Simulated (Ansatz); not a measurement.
Ag: how the axes shrink under pressure

Ag, P6_3/mmc, a = 2.867 Å, c = 9.365 Å. This isn't the element's structure at ambient conditions. Ansatz: PBEsol, PAW, 420 eV, Γ-centred 18×18×6 mesh on 4 atoms, Gaussian smearing 0.10 eV; no spin polarisation. Cell and atoms are relaxed at each pressure, and no other structure is tried, so the rows at high pressure may lie past a change of phase. y = 100 ln(c/c0) with c0 = 9.3651 Å, so nearly a change in per cent. The pressures are the targets, met within 0.03 GPa.

```
P (GPa) y  100 ln(a/a0)
   -2.0   0.63          0.58
    0.0   0.00          0.00
    2.0      ?             ?
    5.0  -1.24         -1.28
   10.0  -2.28         -2.32
   20.0  -3.97         -4.01
   40.0  -6.45         -6.51
```

Problem. Fit y = c1 P + c2 P² to the other rows, give the linear compressibility along c, and predict the missing y.

Solution. Least squares on the rows shown. y = −0.2450 P + 0.002105 P². The linear compressibility along c is −c1/100 = 2.45 per TPa, against 2.48 along a from the same fit to the last column (its missing entry is -0.55): the crystal is about as stiff along both at low pressure. The runs next to zero pressure give 2.85 and 2.81, so a parabola over the whole range misstates the start. With a term in P³ added, the coefficient of P becomes -0.2733, 12 % more, which shows how far this figure hangs on the form. At P = 2.0 the fit asked for gives -0.48. The run gave -0.52, so the fit is 0.04 too high, within the rms miss on the fitted rows (0.08).